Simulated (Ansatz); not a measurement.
A trial structure of BN was built thus: 4-connected net, two elements alternating (Fdd2, No. 43). Lengths were set from tabulated atomic sizes, so they are only a guess.

```
CELL_PARAMETERS angstrom
0.00000 2.24647 3.62298
1.08425 0.00000 3.62298
1.08425 2.24647 0.00000
ATOMIC_POSITIONS crystal
B 0.18267 0.18267 0.81733
B 0.43267 0.43267 0.06733
N 0.81733 0.81733 0.18267
N 0.06733 0.06733 0.43267
```

Theory: DFT PBE, scalar-relativistic, plane waves, PAW (Ansatz). Cutoff 420 eV, Gaussian smearing, Γ-centred meshes. Cell and atoms relax first on a coarse mesh and then on a converged one. In between, the cell is made exact in the group found at 0.06 Å. The steps can't lower the symmetry of their start. No spin polarisation.

A guess keeps its type if space group and coordination stay and the shape of the cell changes little (axis ratios within about 15 %, angles within 6°); the volume may change.

Question: Does this structure survive the relaxation?

Answer: It keeps its type. The symmetry stays Fdd2 (No. 43). The volume per atom grows by 33.6 %, from 4.4 to 5.9 Å³. The shortest distance goes from 1.46 Å (B–N) to 1.55 Å (B–N). Counting neighbours within 15 % of an atom's shortest distance, the start has B 4, N 4 and the end B 4, N 4.

Formation energies are uncorrected and refer to the elements' standard structures at the same level (N₂ as a molecule).

Question: At what energy does it end?

Answer: −0.269 eV/atom.

The last run used a 10×10×10 mesh for its 4-atom cell and Gaussian smearing of 0.02 eV. A structure relaxed within its symmetry needn't be a true minimum. Another cell of BN relaxed alike, in F-43m, lies 0.90 eV/atom lower, so this cell isn't the stable form at this level.
